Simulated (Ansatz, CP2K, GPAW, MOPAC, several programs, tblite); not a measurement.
## Many methods on one cell: In2O3 (R-3c)

In2O3 (started from an entry of an open crystallographic database), relaxed with r2SCAN in Ansatz, was computed with several methods. The symmetry is R-3c (No. 167, trigonal); a = 5.508 Å, c = 14.560 Å in the conventional setting, 12.75 Å³ an atom. Around In lie 6 O at 2.13–2.26 Å; around O lie 4 In at 2.13–2.26 Å. No spin polarisation and no zero-point or thermal motion.

```yaml
crystal:
  lattice:
    - [2.75390, 1.58997, 4.85347]
    - [-2.75390, 1.58997, 4.85347]
    - [0.00000, -3.17993, 4.85347]
  atoms:
    - { symbol: In, position: [0.35708, 0.35708, 0.35708] }
    - { symbol: In, position: [0.14292, 0.14292, 0.14292] }
    - { symbol: In, position: [0.64292, 0.64292, 0.64292] }
    - { symbol: In, position: [0.85708, 0.85708, 0.85708] }
    - { symbol: O, position: [0.54659, 0.95341, 0.25000] }
    - { symbol: O, position: [0.25000, 0.54659, 0.95341] }
    - { symbol: O, position: [0.95341, 0.25000, 0.54659] }
    - { symbol: O, position: [0.45341, 0.04659, 0.75000] }
    - { symbol: O, position: [0.75000, 0.45341, 0.04659] }
    - { symbol: O, position: [0.04659, 0.75000, 0.45341] }
```

Gaps and times are for a single point on this cell; volume and bulk modulus come from each method's own relaxation or energy curve at fixed shape, which is too stiff where a cell has free coordinates or axes. Times are rough, from shared hosts (Intel Xeon 6975P-C), and each method has its own mesh and cell size. A dagger marks a closed or tiny gap in a crystal that DFT finds insulating: a failure of the method or a wrong SCF state. A double dagger marks a value from a curve with shape and coordinates held. A star marks a curve whose lowest point is an end point. PM6 (MOPAC), PM7 (MOPAC), GFN2-xTB (tblite) treat a cluster of cells at its zone centre, which samples few k points: where these miss a band edge, the gap comes out too large for that reason alone. Gaps from k meshes are read at a limited set of points (mesh, symmetry points, PBE's band edges), so each method's own least gap may be somewhat smaller. xTB and the PM methods were fitted mostly to molecules, and can miss a solid's gap by electronvolts. Minimal bases can be far off for gaps. GLLB-SC's gap includes the derivative discontinuity. d marks a direct gap, i an indirect one (no mark: not told apart), a dash a value that wasn't computed or didn't pass its checks.

```json
{"method": "light PBE (260 eV and a coarse mesh)", "kind": "light plane-wave", "gap (eV)": "1.09 i", "own volume (Å³/atom)": "–", "bulk modulus (GPa)": "–", "atoms computed": "10", "processor time": "1.5 s"}
{"method": "PM7 (MOPAC)", "kind": "semi-empirical", "gap (eV)": "9.25", "own volume (Å³/atom)": "–", "bulk modulus (GPa)": "–", "atoms computed": "120", "processor time": "5.6 s"}
{"method": "PM6 (MOPAC)", "kind": "semi-empirical", "gap (eV)": "9.64", "own volume (Å³/atom)": "–", "bulk modulus (GPa)": "–", "atoms computed": "120", "processor time": "6.2 s"}
{"method": "PBE", "kind": "semilocal", "gap (eV)": "1.22 i", "own volume (Å³/atom)": "13.24", "bulk modulus (GPa)": "154‡", "atoms computed": "10", "processor time": "9.7 s"}
{"method": "r2SCAN", "kind": "semilocal", "gap (eV)": "1.80 i", "own volume (Å³/atom)": "12.75", "bulk modulus (GPa)": "181‡", "atoms computed": "10", "processor time": "23 s"}
{"method": "GFN2-xTB (tblite)", "kind": "tight binding", "gap (eV)": "0.06†", "own volume (Å³/atom)": "12.02‡", "bulk modulus (GPa)": "106‡", "atoms computed": "120", "processor time": "26 s"}
{"method": "PBE/SZV (CP2K)", "kind": "small basis", "gap (eV)": "0.63 i", "own volume (Å³/atom)": "14.24*‡", "bulk modulus (GPa)": "132*‡", "atoms computed": "10", "processor time": "43 s"}
{"method": "GLLB-SC (GPAW)", "kind": "model potential", "gap (eV)": "2.78", "own volume (Å³/atom)": "–", "bulk modulus (GPa)": "–", "atoms computed": "10", "processor time": "2 min"}
{"method": "PBE/DZVP (CP2K)", "kind": "small basis", "gap (eV)": "1.15 i", "own volume (Å³/atom)": "13.44‡", "bulk modulus (GPa)": "154‡", "atoms computed": "10", "processor time": "2.3 min"}
```

Against r2SCAN (1.80 eV) and with closed or daggered gaps left aside, the nearest gap at the points sampled is that of PBE (-0.58 eV) and the farthest that of PM6 (MOPAC) (+7.84 eV). r2SCAN is only a yardstick of convenience: semilocal gaps usually lie below measured ones, which GLLB-SC and hybrids aim to mend.

Volumes against r2SCAN's: PBE +3.8 %.

Runs without a result: GFN1-xTB (DFTB+) (single point), GFN1-xTB (tblite) (single point).

No spin-orbit coupling is included; it can move band edges with weight on the heavy atoms by tenths of an eV.
